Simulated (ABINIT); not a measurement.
Runs of ABINIT 10.8.3 (patched build) on Pt. Symmetry: Fm-3m, No. 225, cubic system. Conventional cell: a = 3.922 Å, b = 3.922 Å, c = 3.922 Å, α = 90.00°, β = 90.00°, γ = 90.00°. Pt (site symmetry m-3m) has 12 Pt at 2.77 Å as nearest neighbours. 

| task | level | potentials or basis | cell | cutoff (eV) | cell freedom (optcell) | cutoff smearing ecutsm (Ha) | optimiser (ionmov) | force stop (Ha/bohr) | fine-grid cutoff | gap on the mesh (eV) | pressure (GPa) |
| --- | --- | --- | --- | --- | --- | --- | --- | --- | --- | --- | --- |
| single point | PBEsol | PseudoDojo NC SR PBEsol v0.4 stringent | as given | 1143 | - | - | - | - | - | none | (a) |
| relaxation of cell and atoms | PBE | JTH PAW PBE v2.0 | relaxed to 10 GPa | 435 | 2 | 0.5 | 2 | 5e-05 | 870.764 eV | none | 10.0 |
| relaxation of cell and atoms | PBE | JTH PAW PBE v2.0 | relaxed to 5 GPa | 435 | 2 | 0.5 | 2 | 5e-05 | 870.764 eV | none | 5.0 |
| relaxation of cell and atoms | PBE | JTH PAW PBE v2.0 | relaxed to 20 GPa | 435 | 2 | 0.5 | 2 | 5e-05 | 870.764 eV | none | 20.0 |
| band structure | PBE | JTH PAW PBE v2.0 | as given | 435 | - | - | - | - | 870.764 eV | none | 11.1 |

Alike in all rows: no spin polarisation; k mesh 12 × 12 × 12; smearing fermi-dirac 0.05 eV.

Task: Estimate the missing entries.

Result: (a) -1.2.

Caveats: spin-orbit coupling is left out, which moves the levels of the heavy elements (some runs).

A k mesh can miss the band edges, and the runs leave out spin-orbit coupling on Pt.

A gap of «none» marks a metal or a gap under the smearing width.

The runs don't all hold the same shells in valence.
